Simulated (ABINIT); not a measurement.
Crystal: TiC.

```
CELL_PARAMETERS angstrom
0.00000 2.16572 2.16572
2.16572 0.00000 2.16572
2.16572 2.16572 0.00000
ATOMIC_POSITIONS crystal
Ti 0.00000 0.00000 0.00000
C 0.50000 0.50000 0.50000
```

The cell is a database's computed one.

Base run:

- Program: ABINIT 10.8.3 (patched build)
- Functional: r2SCAN
- Potentials or basis: JTH PAW PBE v2.0
- Cutoff: 626 eV
- k mesh: 14 × 14 × 14
- Occupations: fermi-dirac, width 0.05 eV
- Spin: no spin polarisation

Its results: band gap on the k mesh none (metal or under the smearing width); pressure 2.9 GPa.

Q: The run is repeated on the same cell with these changes: k mesh from 14 × 14 × 14 to 4 × 4 × 4. What comes out?

A: Band gap on the k mesh none (metal or under the smearing width); pressure 2.1 GPa.

Caveats: some runs use coarse meshes; the PAW data sets were made with another functional, which shifts forces and pressure a little.
